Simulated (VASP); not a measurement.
# InP (Fm-3m) in VASP: notebook

The runs below take InP through single point, with PBEsol.

Everything below comes from runs of VASP 6.6.1. Logs are shortened: lines on timing, memory, paths and dates and some standing lists are left out, and cuts for length are marked.

**1. The structure**

Symmetry: Fm-3m, No. 225, cubic system. Conventional cell: a = 5.538 Å, b = 5.538 Å, c = 5.538 Å, α = 90.00°, β = 90.00°, γ = 90.00°. In (site symmetry m-3m) has 6 P at 2.77 Å as nearest neighbours. Around P (site symmetry m-3m) lie 6 In at 2.77 Å.

Measurements of this composition are mostly on another form, of space group No. 216.

**2. Single point, PBEsol**

INCAR

```
SYSTEM = InP
PREC = Accurate ; ENCUT = 350
EDIFF = 1E-6 ; ISMEAR = 0
SIGMA = 0.05 ; LREAL = .FALSE.
LASPH = .TRUE. ; NELM = 100
ALGO = Normal ; ISIF = 2
LWAVE = .FALSE. ; LCHARG = .FALSE.
GGA = PS ; ADDGRID = .FALSE.
```

KPOINTS

```
regular mesh
0
G
  3 3 3
  0 0 0
```

POSCAR

```
InP
1.0
    0.0000000000      2.7688340000      2.7688340000
    2.7688340000      0.0000000000      2.7688340000
    2.7688340000      2.7688340000      0.0000000000
In P
1 1
Direct
    0.0000000000      0.0000000000      0.0000000000
    0.5000000000      0.5000000000      0.5000000000
```

Potentials or basis: VASP PAW PBE potentials, release 64 (In_d, P).

Started as:

```sh
$ cat potpaw_PBE.64/In_d/POTCAR potpaw_PBE.64/P/POTCAR > POTCAR
$ mpirun -np 1 vasp_std > vasp.out
```

OUTCAR:

```text
SYSTEM = InP
   PREC = Accurate
   ENCUT = 350
   EDIFF = 1E-6
   ISMEAR = 0
   LREAL = .FALSE.
   LASPH = .TRUE.
   NELM = 100
   ISIF = 2
   GGA = PS

 Found      4 irreducible k-points:

 Following reciprocal coordinates:
            Coordinates               Weight
  0.000000  0.000000  0.000000      1.000000
  0.333333  0.000000  0.000000      8.000000
  0.333333  0.333333  0.000000      6.000000
 -0.333333  0.333333  0.000000     12.000000
   k-points           NKPTS =      4   k-points in BZ     NKDIM =      4   number of bands    NBANDS=     13
   number of dos      NEDOS =    301   number of ions     NIONS =      2
   total plane-waves  NPLWV =  13824
   dimension x,y,z NGX =    24 NGY =   24 NGZ =   24
   dimension x,y,z NGXF=    48 NGYF=   48 NGZF=   48
   ions per type =               1   1
   NGX,Y,Z   is equivalent  to a cutoff of  10.19, 10.19, 10.19 a.u.
   NGXF,Y,Z  is equivalent  to a cutoff of  20.38, 20.38, 20.38 a.u.
 SYSTEM =  InP
   PREC   = accura    normal or accurate (medium, high low for compatibility)
   ISTART =      0    job   : 0-new  1-cont  2-samecut
   ICHARG =      2    charge: 1-file 2-atom 10-const
   ISPIN  =      1    spin polarized calculation?
   LNONCOLLINEAR =      F non collinear calculations
   LSORBIT =      F    spin-orbit coupling
   LASPH  =      T    aspherical Exc in radial PAW
   ENCUT  =  350.0 eV  25.72 Ry    5.07 a.u.   5.97  5.97  5.97*2*pi/ulx,y,z
   NELM   =    100;   NELMIN=  2; NELMDL= -5     # of ELM steps
   EDIFF  = 0.1E-05   stopping-criterion for ELM
   LREAL  =      F    real-space projection
   EDIFFG = 0.1E-04   stopping-criterion for IOM
   NSW    =      0    number of steps for IOM
   IBRION =     -1    ionic relax: 0-MD 1-quasi-New 2-CG
   NFREE  =      0    steps in history (QN), initial steepest desc. (CG)
   ISIF   =      2    stress and relaxation
   ISYM   =      2    0-nonsym 1-usesym 2-fastsym
   POTIM  = 0.5000    time-step for ionic-motion
   TEBEG  =    0.0;   TEEND  =   0.0 temperature during run
   PSTRESS=    0.0 pullay stress
   NELECT =      18.0000    total number of electrons
   NUPDOWN=      -1.0000    fix difference up-down
   EMIN   =  10.00;   EMAX   =-10.00  energy-range for DOS
   EFERMI =   0.00;   METHOD = LEGACY
   ISMEAR =     0;   SIGMA  =   0.05  broadening in eV -4-tet -1-fermi 0-gaus
   EFERMI_NEDOS =   21; number of points for ismear=-14 and -15
   IALGO  =     38    algorithm
   IMIX   =      4    mixing-type and parameters
     AMIX     =   0.40;   BMIX     =  1.00
     AMIX_MAG =   1.60;   BMIX_MAG =  1.00
  volume/ion in A,a.u.               =      21.23       143.25
  Fermi-wavevector in a.u.,A,eV,Ry     =   1.229869  2.324115 20.579860  1.512577
  Thomas-Fermi vector in A             =   2.364739
   LORBIT       =      0    0 simple, 1 ext, 2 COOP (PROOUT), +10 PAW based schemes
   GGA     = PS    functional components
   LHFCALC =     F    Hartree Fock is set to
   AEXX    =    0.0000 exact exchange contribution
   IVDW    =     0    specifies the selected vdW correction
   LEPSILON=     F    determine dielectric tensor
   LRPA    =     F    only Hartree local field effects (RPA)
 non-spin polarized calculation
 Gauss-broadening in eV      SIGMA  =   0.05
  energy-cutoff  :      350.00
  volume of cell :       42.45
 maximum number of plane-waves:       634
   NGX = 11   NGY = 11   NGZ = 11

 number of electron      18.0000011 magnetization

 Free energy of the ion-electron system (eV)
  ---------------------------------------------------
  ext. energy  EPLUGINS =         0.00000000
  ---------------------------------------------------
  free energy    TOTEN  =        -8.16733951 eV

  energy without entropy =       -8.15145023  energy(sigma->0) =       -8.15939487

 E-fermi :   6.9770     XC(G=0): -10.5264

 val. band max:        6.9657173932   @ k =   0.3333   0.0000   0.0000
 cond. band min:       7.4456065779   @ k =   0.0000   0.0000   0.0000
 fundamental gap:      0.4798891848
 Fermi energy:         6.9769829320

 k-point     1 :       0.0000    0.0000    0.0000
  band No.  band energies     occupation
      1      -7.1608      2.00000
      2      -7.1608      2.00000
      3      -7.1450      2.00000
      4      -7.1450      2.00000
      5      -7.1450      2.00000
      6      -5.0605      2.00000
      7       6.7024      2.00000
      8       6.7024      2.00000
      9       6.7024      2.00000
     10       7.4456      0.00000
     11      14.0129      0.00000
     12      14.0129      0.00000
     13      14.0129      0.00000

 k-point     2 :       0.3333    0.0000    0.0000
  band No.  band energies     occupation
      1      -7.2081      2.00000
      2      -7.2081      2.00000
      3      -7.1529      2.00000
      4      -7.0819      2.00000
      5      -7.0819      2.00000
      6      -3.7615      2.00000
      7       1.6732      2.00000
      8       6.9657      1.25000
      9       6.9657      1.25000
     10       9.5991      0.00000
     11      11.0841      0.00000
     12      11.0841      0.00000
     13      12.2162      0.00000

 k-point     3 :       0.3333    0.3333    0.0000
  band No.  band energies     occupation
      1      -7.3820      2.00000
      2      -7.1874      2.00000
      3      -7.1249      2.00000
      4      -7.0603      2.00000
      5      -7.0603      2.00000
      6      -3.1433      2.00000
      7       3.0813      2.00000
      8       5.0594      2.00000
      9       5.0594      2.00000
     10       6.0407      2.00000
     11      11.1611      0.00000
     12      14.8756      0.00000
     13      15.4187      0.00000

 k-point     4 :      -0.3333    0.3333    0.0000
  band No.  band energies     occupation
      1      -7.3533      2.00000
      2      -7.1735      2.00000
      3      -7.1360      2.00000
      4      -7.0892      2.00000
      5      -7.0554      2.00000
      6      -2.1363      2.00000
      7       1.4233      2.00000
      8       2.9684      2.00000
      9       5.7700      2.00000
     10       7.7500      0.00000
     11      12.7737      0.00000
     12      12.8516      0.00000
     13      14.5957      0.00000

------------------------ aborting loop because EDIFF is reached ----------------------------------------

  FORCE on cell =-STRESS in cart. coord.  units (eV):
  Direction    XX          YY          ZZ          XY          YZ          ZX
  --------------------------------------------------------------------------------------
  -------------------------------------------------------------------------------------
  Total       -0.4983350     -0.4983350     -0.4983350     -0.0000000     -0.0000000      0.0000000
  in kB      -18.8066409    -18.8066409    -18.8066409     -0.0000000     -0.0000000      0.0000000
  external PRESSURE =     -18.8066409 kB  Pullay stress =       0.0000000 kB

 VOLUME and BASIS-vectors are now :
 -----------------------------------------------------------------------------
  energy-cutoff  :      350.00
  volume of cell :       42.45
      direct lattice vectors                 reciprocal lattice vectors
     0.000000000  2.768834000  2.768834000    -0.180581429  0.180581429  0.180581429
     2.768834000  0.000000000  2.768834000     0.180581429 -0.180581429  0.180581429
     2.768834000  2.768834000  0.000000000     0.180581429  0.180581429 -0.180581429

 POSITION                                       TOTAL-FORCE (eV/Angst)
 -----------------------------------------------------------------------------------
      0.00000      0.00000      0.00000        -0.000000     -0.000000     -0.000000
      2.76883      2.76883      2.76883         0.000000      0.000000      0.000000
 -----------------------------------------------------------------------------------
    total drift:                                0.000000     -0.000000     -0.000000

  FREE ENERGIE OF THE ION-ELECTRON SYSTEM (eV)
  ---------------------------------------------------
  free  energy   TOTEN  =        -8.1673395075 eV

  energy  without entropy=       -8.1514502318  energy(sigma->0) =       -8.15939487
```

OSZICAR:

```text
N       E                     dE             d eps       ncg     rms          rms(c)
DAV:   1     0.882581951630E+02    0.88258E+02   -0.64811E+03   109   0.116E+03
DAV:   2    -0.285821322276E+01   -0.91116E+02   -0.87292E+02   109   0.279E+02
DAV:   3    -0.832781448782E+01   -0.54696E+01   -0.54034E+01   147   0.764E+01
DAV:   4    -0.843597947591E+01   -0.10816E+00   -0.10807E+00   132   0.103E+01
DAV:   5    -0.844007197815E+01   -0.40925E-02   -0.40924E-02   158   0.189E+00    0.444E+00
DAV:   6    -0.818770244418E+01    0.25237E+00   -0.50542E-01   140   0.139E+01    0.250E+00
DAV:   7    -0.816866232186E+01    0.19040E-01   -0.11492E-01   142   0.395E+00    0.967E-01
DAV:   8    -0.816735477166E+01    0.13076E-02   -0.95853E-03   137   0.157E+00    0.158E-01
DAV:   9    -0.816731506363E+01    0.39708E-04   -0.74935E-04   132   0.523E-01    0.836E-02
DAV:  10    -0.816733383174E+01   -0.18768E-04   -0.61145E-05   143   0.677E-02    0.514E-02
DAV:  11    -0.816733970637E+01   -0.58746E-05   -0.17292E-05   119   0.567E-02    0.193E-02
DAV:  12    -0.816733950746E+01    0.19891E-06   -0.22691E-06   116   0.131E-02
   1 F= -.81673395E+01 E0= -.81593949E+01  d E =-.158893E-01
```

stdout:

```text
POSCAR found type information on POSCAR InP
 POSCAR found :  2 types and       2 ions
 scaLAPACK will be used
 -----------------------------------------------------------------------------
|                                                                             |
|                                                                             |
|     You enforced a specific xc type in the INCAR file but a different       |
|     I HOPE YOU KNOW WHAT YOU ARE DOING!                                     |
|                                                                             |
 -----------------------------------------------------------------------------

 LDA part: xc-table for (Slater+PW92), standard interpolation
 POSCAR, INCAR and KPOINTS ok, starting setup
 FFT: planning ... GRIDC
 FFT: planning ... GRID_SOFT
 FFT: planning ... GRID
 WAVECAR not read
 entering main loop
```

Run time: 3.9 s. Hardware: 1 thread of Intel Xeon Platinum 8488C (Sapphire Rapids), shared host; peak memory 0.13 GiB.

These settings aren't checked as converged: the numbers below hold their error.

Results:

- Free energy: -8.1673 eV
- Pressure: -1.9 GPa
- Band gap on the k mesh: none (metal or under the smearing width)

Caveat: the k mesh is coarse (spacing up to 0.66 Å⁻¹), so the values aren't converged; the PAW data sets were made with another functional, which shifts forces and pressure a little.

**3. Single point, PBEsol**

INCAR, as its differences from that of step 2:

```diff
@@ -1,3 +1,3 @@
 SYSTEM = InP
-PREC = Accurate ; ENCUT = 350
+PREC = Accurate ; ENCUT = 400
 EDIFF = 1E-6 ; ISMEAR = 0
```

KPOINTS is that of step 2.

POSCAR is that of step 2.

Potentials or basis: VASP PAW PBE potentials, release 64 (In_d, P).

Started as:

```sh
$ cat potpaw_PBE.64/In_d/POTCAR potpaw_PBE.64/P/POTCAR > POTCAR
$ mpirun -np 1 vasp_std > vasp.out
```

Run time: 5.1 s. Hardware: 1 thread of Intel Xeon Platinum 8488C (Sapphire Rapids), shared host; peak memory 0.14 GiB.

These settings aren't checked as converged: the numbers below hold their error.

Results:

```yaml
Free_energy: -8.1698 eV
Pressure: -1.6 GPa
Band_gap_on_the_k_mesh: none (metal or under the smearing width)
```

Caveat: the k mesh is coarse (spacing up to 0.66 Å⁻¹), so the values aren't converged; the PAW data sets were made with another functional, which shifts forces and pressure a little.

**4. Single point, PBEsol**

INCAR, as its differences from that of step 3:

```diff
@@ -1,3 +1,3 @@
 SYSTEM = InP
-PREC = Accurate ; ENCUT = 400
+PREC = Accurate ; ENCUT = 250
 EDIFF = 1E-6 ; ISMEAR = 0
```

KPOINTS

```
regular mesh
0
G
  4 4 4
  0 0 0
```

POSCAR is that of step 3.

Started as:

```sh
$ cat potpaw_PBE.64/In_d/POTCAR potpaw_PBE.64/P/POTCAR > POTCAR
$ mpirun -np 1 vasp_std > vasp.out
```

Run time: 3.3 s. Hardware: 1 thread of Intel Xeon Platinum 8488C (Sapphire Rapids), shared host; peak memory 0.12 GiB.

The run converged, but a check on its numbers failed (symmetry, net force, bounds or a known fault of this set-up), so they aren't taken as properties of the crystal.

Caveat: the k mesh is coarse (spacing up to 0.49 Å⁻¹), so the values aren't converged; the cutoff lies under the usual one of these potentials, so the numbers hold a large basis-set error; the PAW data sets were made with another functional, which shifts forces and pressure a little.

**5. Single point, PBEsol**

INCAR, as its differences from that of step 4:

```diff
@@ -1,3 +1,3 @@
 SYSTEM = InP
-PREC = Accurate ; ENCUT = 250
+PREC = Accurate ; ENCUT = 500
 EDIFF = 1E-6 ; ISMEAR = 0
```

KPOINTS

```
regular mesh
0
G
  3 3 3
  0 0 0
```

POSCAR is that of step 4.

Potentials or basis: VASP PAW PBE potentials, release 64 (In_d, P).

Started as:

```sh
$ cat potpaw_PBE.64/In_d/POTCAR potpaw_PBE.64/P/POTCAR > POTCAR
$ mpirun -np 1 vasp_std > vasp.out
```

OUTCAR:

```text
SYSTEM = InP
   PREC = Accurate
   ENCUT = 500
   EDIFF = 1E-6
   ISMEAR = 0
   LREAL = .FALSE.
   LASPH = .TRUE.
   NELM = 100
   ISIF = 2
   GGA = PS

 Found      4 irreducible k-points:

 Following reciprocal coordinates:
            Coordinates               Weight
  0.000000  0.000000  0.000000      1.000000
  0.333333  0.000000  0.000000      8.000000
  0.333333  0.333333  0.000000      6.000000
 -0.333333  0.333333  0.000000     12.000000
   k-points           NKPTS =      4   k-points in BZ     NKDIM =      4   number of bands    NBANDS=     13
   number of dos      NEDOS =    301   number of ions     NIONS =      2
[... 140 lines left out ...]
  Direction    XX          YY          ZZ          XY          YZ          ZX
  --------------------------------------------------------------------------------------
  -------------------------------------------------------------------------------------
  Total       -0.4174890     -0.4174890     -0.4174890      0.0000000     -0.0000000      0.0000000
  in kB      -15.7555953    -15.7555953    -15.7555953      0.0000000     -0.0000000      0.0000000
  external PRESSURE =     -15.7555953 kB  Pullay stress =       0.0000000 kB

 VOLUME and BASIS-vectors are now :
 -----------------------------------------------------------------------------
  energy-cutoff  :      500.00
  volume of cell :       42.45
      direct lattice vectors                 reciprocal lattice vectors
     0.000000000  2.768834000  2.768834000    -0.180581429  0.180581429  0.180581429
     2.768834000  0.000000000  2.768834000     0.180581429 -0.180581429  0.180581429
     2.768834000  2.768834000  0.000000000     0.180581429  0.180581429 -0.180581429

 POSITION                                       TOTAL-FORCE (eV/Angst)
 -----------------------------------------------------------------------------------
      0.00000      0.00000      0.00000         0.000000     -0.000000      0.000000
      2.76883      2.76883      2.76883        -0.000000      0.000000     -0.000000
 -----------------------------------------------------------------------------------
    total drift:                               -0.000000      0.000000      0.000000

  FREE ENERGIE OF THE ION-ELECTRON SYSTEM (eV)
  ---------------------------------------------------
  free  energy   TOTEN  =        -8.1700499369 eV

  energy  without entropy=       -8.1541606612  energy(sigma->0) =       -8.16210530
```

OSZICAR:

```text
N       E                     dE             d eps       ncg     rms          rms(c)
DAV:   1     0.109828858397E+03    0.10983E+03   -0.84806E+03   104   0.158E+03
DAV:   2    -0.861275367886E+00   -0.11069E+03   -0.10601E+03   104   0.338E+02
DAV:   3    -0.825627500553E+01   -0.73950E+01   -0.73292E+01   142   0.889E+01
DAV:   4    -0.843362868852E+01   -0.17735E+00   -0.17532E+00   129   0.131E+01
DAV:   5    -0.844267308485E+01   -0.90444E-02   -0.90437E-02   155   0.287E+00    0.443E+00
DAV:   6    -0.818992757881E+01    0.25275E+00   -0.49043E-01   140   0.140E+01    0.248E+00
DAV:   7    -0.817128773354E+01    0.18640E-01   -0.11686E-01   137   0.402E+00    0.969E-01
DAV:   8    -0.817007181411E+01    0.12159E-02   -0.10034E-02   150   0.161E+00    0.160E-01
DAV:   9    -0.817002423299E+01    0.47581E-04   -0.77740E-04   137   0.544E-01    0.864E-02
DAV:  10    -0.817004447917E+01   -0.20246E-04   -0.61717E-05   138   0.719E-02    0.475E-02
DAV:  11    -0.817005023771E+01   -0.57585E-05   -0.16189E-05   119   0.554E-02    0.179E-02
DAV:  12    -0.817004993685E+01    0.30085E-06   -0.20853E-06   113   0.125E-02
   1 F= -.81700499E+01 E0= -.81621053E+01  d E =-.158893E-01
```

It took 7.6 s on 1 thread of Intel Xeon Platinum 8488C (Sapphire Rapids), shared host; peak memory 0.16 GiB.

These settings aren't checked as converged: the numbers below hold their error.

Results:

- Free energy: -8.1700 eV
- Pressure: -1.6 GPa
- Band gap on the k mesh: none (metal or under the smearing width)

Caveat: the k mesh is coarse (spacing up to 0.66 Å⁻¹), so the values aren't converged; the PAW data sets were made with another functional, which shifts forces and pressure a little.

**6. Single point, PBEsol**

INCAR, as its differences from that of step 5:

```diff
@@ -1,3 +1,3 @@
 SYSTEM = InP
-PREC = Accurate ; ENCUT = 500
+PREC = Accurate ; ENCUT = 300
 EDIFF = 1E-6 ; ISMEAR = 0
```

KPOINTS

```
regular mesh
0
G
  4 4 4
  0 0 0
```

POSCAR is that of step 5.

Potentials or basis: VASP PAW PBE potentials, release 64 (In_d, P).

Started as:

```sh
$ cat potpaw_PBE.64/In_d/POTCAR potpaw_PBE.64/P/POTCAR > POTCAR
$ mpirun -np 1 vasp_std > vasp.out
```

It took 3.6 s on 1 thread of Intel Xeon Platinum 8488C (Sapphire Rapids), shared host; peak memory 0.12 GiB.

These settings aren't checked as converged: the numbers below hold their error.

What came out:

```
Free energy            : -8.4905 eV
Pressure               : -3.6 GPa
Band gap on the k mesh : none (metal or under the smearing width)
```

Caveat: the k mesh is coarse (spacing up to 0.49 Å⁻¹), so the values aren't converged; the cutoff is under 1.25 times the usual one of these potentials, so pressure, stress and relaxed cells hold a basis-set (Pulay) error; the PAW data sets were made with another functional, which shifts forces and pressure a little.
